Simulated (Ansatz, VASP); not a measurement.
# ZnSe: VASP beside Ansatz

```
Zn Se
1.0
     0.00000    2.83380    2.80546
     2.83380    0.00000    2.80546
     2.83380    2.83380    0.00000
Zn Se
1 1
Direct
  0.00000 0.00000 0.00000
  0.75000 0.75000 0.75000
```

Change from the starting cell: zz strain of -1 %.

Alike in both runs: task single point; functional LDA; k mesh 8 × 8 × 8; occupations fermi-dirac, width 0.03 eV; no spin polarisation.

```csv
,VASP,Ansatz
version,VASP 6.6.1,Ansatz 0.2.0
potentials or method,"VASP PAW LDA potentials, release 64 (Zn, Se), cutoff 520 eV","all-electron LAPW, scalar-relativistic"
```

|  | VASP | Ansatz | Ansatz less VASP |
| --- | --- | --- | --- |
| pressure (GPa) | -2.5 | -2.8 | -0.30 |
| largest component of the traceless stress (GPa) | 0.26 | 0.26 | +0.001 |

Ansatz ran all-electron here, so the differences hold the error of VASP's frozen core and of both bases.
